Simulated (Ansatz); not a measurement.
**MnS (F-43m): equation of state**

How stiff is MnS (F-43m)? Energies and pressures are computed at volumes on both sides of the relaxed cell and fitted.

Program: Ansatz 0.2.0. Level of theory: DFT PBE, scalar-relativistic, plane waves, PAW. These are calculated values, not measurements.

Spin polarisation is switched off on purpose; where the compound carries moments, volume, stiffness and gap are then not the real material's.

## 1. The structure to begin with

The structure is cubic, space group F-43m (No. 216). Conventional cell: a = 4.978 Å, b = 4.978 Å, c = 4.978 Å, α = 90.00°, β = 90.00°, γ = 90.00°. Mn (site symmetry -43m) has 4 S at 2.16 Å as nearest neighbours. S (site symmetry -43m) is surrounded by 4 Mn at 2.16 Å.

Coordinates:

```
Mn S
1.0
     0.00000    2.48875    2.48875
     2.48875    0.00000    2.48875
     2.48875    2.48875    0.00000
Mn S
1 1
Cartesian
  0.0000 0.0000 0.0000
  1.2444 1.2444 1.2444
```

An earlier run at PBE left this cell at 15.415 Å³/atom and 0.14 GPa (10×10×10 mesh).

Volume factors to run: 0.980, 1.020, 0.960, 1.040.

## 2. Volume × 0.980

input.yaml

```yaml
crystal:
  lattice:
    - [0.0, 2.4720496165, 2.4720496165]
    - [2.4720496165, 0.0, 2.4720496165]
    - [2.4720496165, 2.4720496165, 0.0]
  atoms:
    - { symbol: Mn, position: [0.0, 0.0, 0.0] }
    - { symbol: S, position: [0.25, 0.25, 0.25] }
basis:
  ecutwfc: 420
  ecutrho_ratio: 4
kpoints:
  mp_grid: { grid: [10, 10, 10] }
hamiltonian:
  xc: pbe
scf:
  occupations: { method: gaussian, width: 0.05 }
output:
  forces: true
  stress: true
  eigenvalues: true
```

Launch:

```bash
$ ansatz run input.yaml --threads 1 --pin off --max-ram 2560MiB --backend cpu --events-out ev --progress --plain --runs-dir out
```

After this run come: Scaling the volume by 1.020; At 0.960 of the relaxed volume; At 1.040 of the relaxed volume.

Before running it: what results should come out? Wanted: V0; B0; B0′; scatter of the fit.

**Answer**, as computed:

```
          quantity           value
                V0  15.429 Å³/atom
                B0         135 GPa
               B0′             4.6
scatter of the fit  0.001 meV/atom
```

What this shows: The fitted minimum lies at 15.43 Å³/atom, and the bulk modulus is 135 GPa. One per cent of compression takes about 1.3 GPa. These are values at 0 K without zero-point motion. Spin polarisation wasn't allowed in this run.
